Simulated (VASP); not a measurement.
Set up this calculation in VASP 6.6.1, as the native input.

```
Task                   : single point
Functional             : PBE
Potentials or basis    : VASP PAW PBE potentials, release 64 (Si)
Cutoff                 : 520 eV
k mesh                 : 20 × 20 × 20
Occupations            : gaussian, width 0.1 eV
Spin                   : no spin polarisation
Dipole correction      : no
Further INCAR settings : ALGO = Fast; EDIFF = 1e-06; NBANDS = 8
```

The structure of Si lies in POSCAR:

```
Si
1.0
   -1.5208843317      1.5640548012      2.0598131348
    1.5208843317     -1.5640548012      2.0598131348
    1.5208843317      1.5640548012     -2.0598131348
Si
1
Direct
    0.0000000000      0.0000000000      0.0000000000
```

This isn't the form of Si at room conditions, which is diamond.

The cell isn't the ideal one: Sn replaced by Si, lengths x 0.879, strained and moved within the space group.

These files were run (other wordings do the same):

INCAR

```
PREC = Accurate ; ENCUT = 520
EDIFF = 1E-6 ; ISMEAR = 0
SIGMA = 0.1 ; LREAL = False
LASPH = True ; NELM = 100
ALGO = Fast ; ISIF = 2
LWAVE = False ; LCHARG = False
GGA = PE ; NBANDS = 8
```

KPOINTS

```
regular mesh
0
Gamma
  20 20 20
```

Potentials or basis: VASP PAW PBE potentials, release 64 (Si).

The run is started by

```bash
$ cat potpaw_PBE.64/Si/POTCAR > POTCAR
$ mpirun -np 1 vasp_std > vasp.out
```

It gave:

| Item | Value |
| --- | --- |
| Pressure | -13.5 GPa |
| Band gap on the k mesh | none (metal or under the smearing width) |

Wall time 96 s on 1 thread of Intel(R) Xeon(R) Platinum 8259CL CPU @ 2.50GHz (Skylake/Cascade Lake) (shared host), peak memory 0.26 GiB.
